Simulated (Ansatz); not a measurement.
A single-point calculation of BeTe built on the zincblende prototype with Ansatz 0.2.0, at the level HSE06. The cell was relaxed with r2SCAN and then strained (isotropic -1.0 % on every length), with the atoms relaxed again with r2SCAN; k points keep the names of the unstrained zone.

The input:
```yaml
crystal:
  lattice:
    - [0.0, 2.8003373892, 2.8003373892]
    - [2.8003373892, 0.0, 2.8003373892]
    - [2.8003373892, 2.8003373892, 0.0]
  atoms:
    - { symbol: Be, position: [0.0, 0.0, 0.0] }
    - { symbol: Te, position: [0.25, 0.25, 0.25] }
kpoints:
  mp_grid: { grid: [6, 6, 6] }
  band_path:
    path:
      - [0.0, 0.0, 0.0]
      - [-0.5, -0.5, 0.0]
      - [-0.375, -0.375, 0.25]
      - [-0.375, 0.0, 0.375]
      - [0.0, 0.0, 0.5]
      - [-0.5, -0.25, 0.25]
      - [0.0, 0.5, 0.5]
    npoints: 1
hamiltonian:
  xc: hse06
scf:
  occupations: { method: fixed }
  n_extra_bands: 4
output:
  forces: true
  stress: true
  eigenvalues: true
```

**Question.** It ran on 1 × NVIDIA H100 80GB HBM3 with 2 threads of AMD EPYC 7R13 Processor (Zen 3), with other jobs on the host. About how long did it take, and how much host memory at the peak?

**Answer.** About 22 s, with a peak of 2.1 GiB.

What the program printed (shortened):
```
scf.n_extra_bands = 4 over 9 filled bands (N_el = 18.0): the run solves 13 bands
Pseudopotential: Be, paw, valence charge 2, recommended cutoff 420 eV (normal)
Pseudopotential: Te, paw, valence charge 16, recommended cutoff 420 eV (normal)
Functional definition: HSE06
Crystal: 2 atoms, lattice volume = 43.920 Å³
Basis set: ecut = 420 eV, 869 PW (Γ)
Symmetry: 24 space group operations
Space group: F-43m (ITA 216)
k-points: 16 of 216 (time reversal used)
[warm-up without exact exchange]
SCF 1 stopped early in 2 iterations: F = -7073.429342 eV  dr2 = 5.29e-6
[exact exchange on]
Exchange kernel: α = 0.2500, screened, ω = 0.2079 Å⁻¹, Wigner–Seitz truncation, v(0) = 1046.5874 eV·Å³, q-mesh 6×6×6
preconditioner: auto → none  [insulator: Δε(μ)=2.597 eV  ℏωp=15.8 eV]
SCF 2 stopped early in 5 iterations: F = -7078.178877 eV  dr2 = 2.06e-6
hybrid outer 1: dexx = +2.386e-3 eV, tail = 4.94e-5 eV
SCF 3 converged in 4 iterations: F = -7078.179016 eV  dr2 = 1.06e-9
hybrid outer 2: dexx = +6.678e-7 eV, tail = 1.16e-8 eV, Δε = 2.80e-3 eV
NSCF: frozen V_eff on 7 k-points
Free energy (F): -7078.179016 eV
Fermi energy:    7.187973 eV
--- Stress (GPa, compression-positive) ---
        1.017885       0.000000       0.000000
        0.000000       1.017885       0.000000
        0.000000       0.000000       1.017885
  P = ⅓ Tr σ = 1.0179 GPa (10.179 kbar)
```

The file bands.tsv (bands near the Fermi energy, numbered from 0, rounded):
```tsv
# k_distance	band_4	band_5	band_6	band_7	band_8	band_9	band_10	band_11	band_12
# fermi_ev = 7.187973
# [0, 0, 0] at k_distance = 0.000000
# [-0.5, -0.5, 0] at k_distance = 1.121862
# [-0.375, -0.375, 0.25] at k_distance = 1.518500
# [-0.375, 0, 0.375] at k_distance = 2.205498
# [0, 0, 0.5] at k_distance = 2.892495
# [-0.5, -0.25, 0.25] at k_distance = 3.685772
# [0, 0.5, 0.5] at k_distance = 4.940052
# levels_relative_to = fermi_ev
0.000	-38.574	-13.611	0.000	0.000	0.000	4.456	4.456	4.456	4.916
1.122	-38.571	-11.452	-5.751	-2.943	-2.943	2.618	3.349	11.215	11.215
1.518	-38.572	-11.479	-5.348	-4.309	-2.478	3.407	6.195	9.158	9.502
2.205	-38.572	-11.479	-5.348	-4.309	-2.478	3.407	6.195	9.158	9.502
2.892	-38.573	-12.036	-6.216	-1.252	-1.252	3.952	5.473	5.473	8.802
3.686	-38.572	-11.411	-5.153	-4.106	-3.545	6.098	6.463	6.669	7.284
4.940	-38.571	-11.452	-5.751	-2.943	-2.943	2.618	3.349	11.215	11.215
```
In order the rows are Γ, X, U, K, L, W, X.

With HSE06 the valence top lies at Γ and the conduction bottom at X, 2.62 eV higher; the smallest vertical gap, at Γ, is 4.46 eV. The mean pressure is +1.0 GPa (compression positive), so HSE06 would enlarge the cell's volume. (The program warns that its thresholds are loose for a hybrid's stress.)

Calculated for a static, non-magnetic cell.

Spin-orbit coupling is left out, which matters wherever the heavy atoms make up the band edges.

The meshes of the hybrids are coarse, so their gaps aren't converged to the digits shown.
